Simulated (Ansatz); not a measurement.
# Quasi-harmonic thermodynamics of AlP (F-43m), part 2 of 2

How much does AlP expand with temperature?

Measurements to reproduce:
- heat capacity C_P per formula unit 42 J/mol/K and bulk modulus 86 GPa near room temperature (given in “High-Throughput Prediction of Finite-Temperature Properties using the Quasi-Harmonic Approximation”, 2016, arXiv:1603.06924)

Ansatz 0.2.0; DFT PBE+D3(BJ), scalar-relativistic, plane waves, PAW.

So far. Step 2 (Probe on a coarse mesh): The start is under 0.10 GPa at this level and looks like an insulator or semiconductor on this mesh. Step 4 (Tight relaxation): The residual pressure is 0.0043 GPa, small enough for phonons. The relaxed cell has a = 5.452 Å (conventional setting).

The database entry behind the starting cell differs from later determinations by our own check (0.1 to 0.3 % short, probably kX units), so it need not match the best structure at ambient conditions.

## 5. Phonons on strained cells

The study relaxes the crystal at several strains, solves the phonons on some of them and minimises the free energy at each temperature (static energy, vibrations, the electrons in a metal, and PV under a set pressure); the q-mesh sets how far the force constants reach.

File input.yaml:

```yaml
crystal:
  lattice:
    - [0.0, 2.7261134386, 2.7261134386]
    - [2.7261134386, 0.0, 2.7261134386]
    - [2.7261134386, 2.7261134386, 0.0]
  atoms:
    - { symbol: Al, position: [0.0, 0.0, 0.0] }
    - { symbol: P, position: [0.25, 0.25, 0.25] }
kpoints:
  mp_grid: { grid: [8, 8, 8] }
hamiltonian:
  xc: pbe
  dispersion: d3bj
scf:
  occupations: { method: fixed }
output:
  eigenvalues: true
phonons:
  method: dfpt
  qmesh: [4, 4, 4]
  temperatures: { t_max: 800.0, t_step: 50 }
  thermal_expansion: {}
```

The run is started by

```
ansatz run input.yaml --threads 4 --pin off --max-ram 8192MiB --backend cpu --events-out ev --progress --plain --runs-dir out
```

Numbers of over 12 decimals in the logs are rounded to 6 here.

Log:

```text
Warning: phonons: the dynamical matrix that this run interpolates holds no multipole term above the dipole-dipole one, and a site of this crystal is no centre of inversion, so its interpolated transverse optical and acoustic branches and sound speeds can stay off near Gamma, and the density of states and the thermodynamics with them. What a run solves at a wave vector of phonons.qpoints, Gamma apart, where the deck admits one, is free of this, and under fd what a larger phonons.supercell samples
[...]
Crystal: 2 atoms, lattice volume = 40.519 Å³
Basis set: ecut = 487.2 eV, 965 PW (Γ), exchange–correlation on 60×60×60 points (8 copies of the dense FFT grid, shifted against one another)
Bands: 8, of which v1, the nominal top of the filled ones, is band 4 counted from 1 (3 counted from 0)
Symmetry: 24 space group operations
[...]
k-points: 29 of 512 (time reversal used)
[...]
SCF iter   1: F=—  HF=-1295.052978 eV  |F-HF|=—  |Δ(HF+E_count)|=         —  Δρ=1.21e-3  dr2=9.79e-4  ethr=1.77e-3  ⟨swp⟩=5.3  Hψ=1698  notcnv=0  defer=51
[...]
SCF iter   8: F=-1295.052821 eV  HF=-1295.052821 eV  |F-HF|=2.27e-13  |Δ(HF+E_count)|=  1.57e-11  Δρ=3.88e-8  dr2=6.67e-13  ethr=1.00e-12  ⟨swp⟩=10.2  Hψ=1822  notcnv=0
SCF 1 converged in 8 iterations: F = -1295.052821 eV  dr2 = 6.67e-13
[...]
relax step   1: F+E_penalty+E_count = -1295.05282093 eV  Δ(F+E_penalty+E_count) = +0.000e0 eV  max|allowed force component| = 1.665e-16 eV/Å  Δτ_max = 0.0000 Å  (8 SCF iters, accepted)
SCF converged after 8 iterations
Free energy (F): -1295.052821 eV
[...]
Internal energy: -1295.052821 eV  (E = F + TS)
E sigma→0 (E₀):  -1295.052821 eV
Fermi energy:    5.085979 eV
[...]
--- Stress (GPa, compression-positive) ---
        0.002207      -0.000000      -0.000000
        0.000000       0.002207       0.000000
        0.000000       0.000000       0.002207
  P = ⅓ Tr σ = 0.0022 GPa (0.022 kbar)
--- Band table (eV; the first three rows and the last of 29) ---
[...]
── thermal expansion: 3 new cells, 3 in all ──
thermal expansion: variable-cell relaxation of cell 1
thermal expansion: relaxation of cell 1
thermal expansion: relaxation of cell 2
thermal expansion: relaxation of cell 3
── thermal expansion: 2 new cells, 5 in all ──
thermal expansion: relaxation of cell 4
thermal expansion: lower-state search of cell 4
thermal expansion: phonons of cell 4
thermal expansion: relaxation of cell 5
thermal expansion: phonons of cell 5
── thermal expansion: 5 new cells, 10 in all ──
thermal expansion: relaxation of cell 6
thermal expansion: relaxation of cell 7
thermal expansion: relaxation of cell 8
thermal expansion: relaxation of cell 9
thermal expansion: relaxation of cell 10
thermal expansion: phonons of cell 6
thermal expansion: phonons of cell 7
--- Relaxed structure (1 steps of the walk, 1 accepted, 0 SCFs on fresh bases) ---
  F+E_penalty+E_count = -1295.05282093 eV   max|allowed force component| = 1.665e-16 eV/Å
  atoms:
    - { symbol: Al, position: [0.0, 0.0, 0.0] }
    - { symbol: P, position: [0.25, 0.25, 0.25] }
--- Thermal expansion: 10 cells in 3 rounds, 0 GPa ---
  no lower state was reached at cell 4
  without vibrations: a 3.85534, b 3.85534, c 3.85534 Å, V 40.5203 Å³, B 88.69 GPa
  at 0 K: a 3.86168, b 3.86168, c 3.86168 Å, V 40.7207 Å³, B 87.23 GPa
  zero-point expansion: a +0.165, b +0.165, c +0.165, V +0.495 %
      T/K        a/Å        b/Å        c/Å       V/Å³ | expansion of a, b, c, V (1e-6/K)   | that of V in the mean from 25 °C | C_P, C_V (J/mol K of the cell) | B_T, B_S (GPa)
     0.00    3.86168    3.86168    3.86168    40.7207 |    0.00    0.00    0.00    0.00 |    2.27 |     0.000     0.000 |    87.23    87.23
   100.00    3.86149    3.86149    3.86149    40.7146 |   -0.67   -0.67   -0.67   -2.00 |    4.17 |    16.769    16.768 |    87.06    87.06
   200.00    3.86167    3.86167    3.86167    40.7203 |    1.58    1.58    1.58    4.75 |    7.00 |    33.413    33.403 |    86.39    86.41
   298.15    3.86255    3.86255    3.86255    40.7483 |    2.93    2.93    2.93    8.78 |       - |    41.016    40.968 |    85.53    85.63
   350.00    3.86319    3.86319    3.86319    40.7682 |    3.34    3.34    3.34   10.03 |    9.45 |    43.193    43.119 |    85.05    85.20
   450.00    3.86459    3.86459    3.86459    40.8126 |    3.86    3.86    3.86   11.59 |   10.40 |    45.720    45.595 |    84.11    84.34
   550.00    3.86615    3.86615    3.86615    40.8621 |    4.19    4.19    4.19   12.57 |   11.09 |    47.124    46.946 |    83.16    83.47
   650.00    3.86781    3.86781    3.86781    40.9149 |    4.42    4.42    4.42   13.26 |   11.63 |    47.987    47.755 |    82.20    82.60
   750.00    3.86956    3.86956    3.86956    40.9704 |    4.60    4.60    4.60   13.80 |   12.06 |    48.561    48.275 |    81.24    81.73
   800.00    3.87046    3.87046    3.87046    40.9989 |    4.68    4.68    4.68   14.04 |   12.26 |    48.781    48.467 |    80.77    81.29
  the static fit leaves 0.000 meV an atom of the energies and, of the stresses, 0.000 GPa of each cell's largest along a strain (root mean squares over the cells), whose Pulay part it has at -0.004 GPa
  vibrations' free energy: its fit passes through its cells
  the electrons' free energy at temperature is not in it: every band gap is over 0.83 eV
  free energies summed between the sampled wave vectors
  estimated error of the fitted expansion in any direction: up to 0.014e-6/K, at 550 K, with few degrees of freedom (an estimate, not a bound: it was exceeded on models of known expansion)
  the energies and the vibrations are of d3bj (s6 = 1.0, s8 = 0.7875, a1 = 0.4289, a2_bohr = 4.4407) at the weights and the pressure of the crystal at rest
  by sums over the sampled wave vectors an expansion of the volume parts by up to 0.69e-6/K
  by a static energy of one degree less an expansion of the volume parts by up to 0.00e-6/K
  band gaps on the cells' k-points are 1.512 to 1.634 eV
```

It took 2.6 min on 4 threads of Intel Xeon Platinum 8488C (Sapphire Rapids), shared host; peak memory 0.89 GiB; 9.4 min of CPU time.

This step gave:

| Property | Result |
| --- | --- |
| pressure | 0.002207 GPa |
| volume expansion coefficient at 298 K | 8.783 1e-6/K |
| C_P at 298 K | 20.51 J/mol-atom/K |
| entropy at 298 K | 20.96 J/mol-atom/K |
| isothermal bulk modulus at 298 K | 85.53 GPa |
| Grüneisen parameter at 298 K | 0.4500 |
| volume at 298 K | 20.37 Å³/atom |
| principal linear expansion coefficients at 298 K | 2.928, 2.928, 2.928 1e-6/K |

Strained cells of the study; zero-point energy where phonons were solved; the pressures are stresses at a fixed cutoff and can carry an offset from the finite basis. Expansion cells, by row:

| cell | \|a\| (Å) | \|b\| (Å) | \|c\| (Å) | V (Å³/atom) | E - E_lowest (meV/atom) | pressure, compression positive (GPa) | gap (eV) | zero-point energy (meV/atom) |
| --- | --- | --- | --- | --- | --- | --- | --- | --- |
| 1 | 3.855 | 3.855 | 3.855 | 20.26 | 0 | -0.001 | 1.573 | - |
| 2 | 3.886 | 3.886 | 3.886 | 20.75 | 3.144 | -2.019 | 1.62 | - |
| 3 | 3.825 | 3.825 | 3.825 | 19.78 | 3.266 | 2.226 | 1.524 | - |
| 4 | 3.856 | 3.856 | 3.856 | 20.26 | 0 | -0.022 | 1.573 | 56.83 |
| 5 | 3.875 | 3.875 | 3.875 | 20.57 | 1.276 | -1.307 | 1.603 | 56 |
| 6 | 3.865 | 3.865 | 3.865 | 20.41 | 0.288 | -0.631 | 1.587 | 56.44 |
| 7 | 3.883 | 3.883 | 3.883 | 20.69 | 2.471 | -1.799 | 1.614 | 55.67 |
| 8 | 3.817 | 3.817 | 3.817 | 19.67 | 5.059 | 2.799 | 1.512 | - |
| 9 | 3.836 | 3.836 | 3.836 | 19.96 | 1.234 | 1.346 | 1.543 | - |
| 10 | 3.896 | 3.896 | 3.896 | 20.91 | 5.483 | -2.63 | 1.634 | - |

Quasi-harmonic; a, b, c are the run's own cell vectors. Expansion, by row:

| T (K) | a (Å) | b (Å) | c (Å) | alpha (deg) | beta (deg) | gamma (deg) | cell volume (Å³/cell) | alpha_a (1e-6/K) | alpha_b (1e-6/K) | alpha_c (1e-6/K) | alpha_V (1e-6/K) | C_P (J/mol-atom/K) | C_V (J/mol-atom/K) | S (J/mol-atom/K) | B_T (GPa) | B_S (GPa) | Grueneisen | extrapolation | fit error (1e-6/K) |
| --- | --- | --- | --- | --- | --- | --- | --- | --- | --- | --- | --- | --- | --- | --- | --- | --- | --- | --- | --- |
| 0 | 3.862 | 3.862 | 3.862 | 60 | 60 | 60 | 40.72 | 0 | 0 | 0 | 0 | 0 | 0 | 0 | 87.23 | 87.23 | - | 0 | 0 |
| 50 | 3.862 | 3.862 | 3.862 | 60 | 60 | 60 | 40.72 | -0.63 | -0.63 | -0.63 | -1.9 | 2.91 | 2.91 | 1.096 | 87.21 | 87.21 | -0.7 | 0 | 0 |
| 100 | 3.861 | 3.861 | 3.861 | 60 | 60 | 60 | 40.71 | -0.67 | -0.67 | -0.67 | -2 | 8.385 | 8.384 | 4.819 | 87.06 | 87.06 | -0.254 | 0 | 0 |
| 150 | 3.861 | 3.861 | 3.861 | 60 | 60 | 60 | 40.71 | 0.48 | 0.48 | 0.48 | 1.45 | 13.21 | 13.21 | 9.168 | 86.77 | 86.77 | 0.116 | 0 | 0 |
| 200 | 3.862 | 3.862 | 3.862 | 60 | 60 | 60 | 40.72 | 1.58 | 1.58 | 1.58 | 4.75 | 16.71 | 16.7 | 13.48 | 86.39 | 86.41 | 0.301 | 0 | 0 |
| 250 | 3.862 | 3.862 | 3.862 | 60 | 60 | 60 | 40.73 | 2.38 | 2.38 | 2.38 | 7.15 | 19.02 | 19.01 | 17.47 | 85.96 | 86.02 | 0.397 | 0 | 0.01 |
| 298.1 | 3.863 | 3.863 | 3.863 | 60 | 60 | 60 | 40.75 | 2.93 | 2.93 | 2.93 | 8.78 | 20.51 | 20.48 | 20.96 | 85.53 | 85.63 | 0.45 | 0 | 0.01 |
| 300 | 3.863 | 3.863 | 3.863 | 60 | 60 | 60 | 40.75 | 2.95 | 2.95 | 2.95 | 8.84 | 20.55 | 20.53 | 21.09 | 85.51 | 85.62 | 0.452 | 0 | 0.01 |
| 350 | 3.863 | 3.863 | 3.863 | 60 | 60 | 60 | 40.77 | 3.34 | 3.34 | 3.34 | 10.03 | 21.6 | 21.56 | 24.34 | 85.05 | 85.2 | 0.486 | 0 | 0.01 |
| 400 | 3.864 | 3.864 | 3.864 | 60 | 60 | 60 | 40.79 | 3.64 | 3.64 | 3.64 | 10.92 | 22.33 | 22.28 | 27.27 | 84.58 | 84.77 | 0.509 | 0 | 0.01 |
| 450 | 3.865 | 3.865 | 3.865 | 60 | 60 | 60 | 40.81 | 3.86 | 3.86 | 3.86 | 11.59 | 22.86 | 22.8 | 29.94 | 84.11 | 84.34 | 0.526 | 0 | 0.01 |
| 500 | 3.865 | 3.865 | 3.865 | 60 | 60 | 60 | 40.84 | 4.04 | 4.04 | 4.04 | 12.13 | 23.26 | 23.18 | 32.37 | 83.63 | 83.91 | 0.538 | 0 | 0.01 |
| 550 | 3.866 | 3.866 | 3.866 | 60 | 60 | 60 | 40.86 | 4.19 | 4.19 | 4.19 | 12.57 | 23.56 | 23.47 | 34.6 | 83.16 | 83.47 | 0.548 | 0 | 0.01 |
| 600 | 3.867 | 3.867 | 3.867 | 60 | 60 | 60 | 40.89 | 4.31 | 4.31 | 4.31 | 12.94 | 23.8 | 23.7 | 36.66 | 82.68 | 83.03 | 0.556 | 0 | 0.01 |
| 650 | 3.868 | 3.868 | 3.868 | 60 | 60 | 60 | 40.91 | 4.42 | 4.42 | 4.42 | 13.26 | 23.99 | 23.88 | 38.57 | 82.2 | 82.6 | 0.562 | 0 | 0.01 |
| 700 | 3.869 | 3.869 | 3.869 | 60 | 60 | 60 | 40.94 | 4.51 | 4.51 | 4.51 | 13.54 | 24.15 | 24.02 | 40.35 | 81.72 | 82.16 | 0.568 | 0 | 0.01 |
| 750 | 3.87 | 3.87 | 3.87 | 60 | 60 | 60 | 40.97 | 4.6 | 4.6 | 4.6 | 13.8 | 24.28 | 24.14 | 42.03 | 81.24 | 81.73 | 0.573 | 0 | 0.01 |
| 800 | 3.87 | 3.87 | 3.87 | 60 | 60 | 60 | 41 | 4.68 | 4.68 | 4.68 | 14.04 | 24.39 | 24.23 | 43.6 | 80.77 | 81.29 | 0.578 | 0 | 0.01 |

Table of expansion coefficient by temperature; values in 1e-6/K:

| temperature (K) | volume | principal 1 |
| --- | --- | --- |
| 0 | 0 | 0 |
| 50 | -1.9 | -0.63 |
| 100 | -2 | -0.67 |
| 150 | 1.45 | 0.48 |
| 200 | 4.75 | 1.58 |
| 250 | 7.15 | 2.38 |
| 298 | 8.78 | 2.93 |
| 300 | 8.84 | 2.95 |
| 350 | 10.0 | 3.34 |
| 400 | 10.9 | 3.64 |
| 450 | 11.6 | 3.86 |
| 500 | 12.1 | 4.04 |
| 550 | 12.6 | 4.19 |
| 600 | 12.9 | 4.31 |
| 650 | 13.3 | 4.42 |
| 700 | 13.5 | 4.51 |
| 750 | 13.8 | 4.6 |
| 800 | 14.0 | 4.68 |

At 298 K the volume expansion is 8.78 × 10⁻⁶/K and B_T is 85.5 GPa. The program raised the cutoff to 487.2 eV by itself: with no cutoff typed, the study takes about 1.16 times the default for its relaxations and scales it with the volume for the phonons.

## 6. Results

- settings of these figures: PBE+D3(BJ), 487.2 eV, k 8×8×8, q 4×4×4
- volume expansion coefficient at 298 K: 8.783 1e-6/K
- C_P at 298 K: 20.51 J/mol-atom/K
- entropy at 298 K: 20.96 J/mol-atom/K
- isothermal bulk modulus at 298 K: 85.53 GPa
- Grüneisen parameter at 298 K: 0.4500
- volume at 298 K: 20.37 Å³/atom
- principal linear expansion coefficients at 298 K: 2.928, 2.928, 2.928 1e-6/K

**Reading.** Near room temperature AlP expands by 8.78 × 10⁻⁶/K in volume by PBE+D3(BJ), with C_P = 20.5 J/(mol K) per mole of atoms and B_T = 85.5 GPa. At low temperature the volume shrinks on warming, because modes with negative Grüneisen parameters outweigh the rest; the coefficient turns positive near 130 K. C_P at room temperature is 82 % of the classical 3R an atom, so the stiffest modes are still partly frozen out. A measured bulk modulus near room temperature is 86 GPa (arXiv:1603.06924); the calculated 85.5 GPa differs by -1 %. The table does not say whether its value is isothermal or adiabatic. A measured heat capacity per formula unit near room temperature is 42 J/mol/K (arXiv:1603.06924); the calculated 41.0 J/mol/K differs by -2 %. The interpolation has no quadrupole term, so branches near the zone centre are less sure, since this crystal has sites that are not centres of inversion. The dispersion term is taken with its C6 weights frozen at the crystal at rest, in the force constants and, in the expansion study, in the energies too.

[Logs are printed without paths, hosts, clocks, repeated set-up lines and the standing remarks that a program may print on its own settings, such as how far it seeks lower states.]

[Hosts, paths, dates, database ids (printed as entryN), source tags and the programs' standing remarks are cut or masked in the printed files.]

[A step with changed settings may run another functional than the one named; its input shows which.]
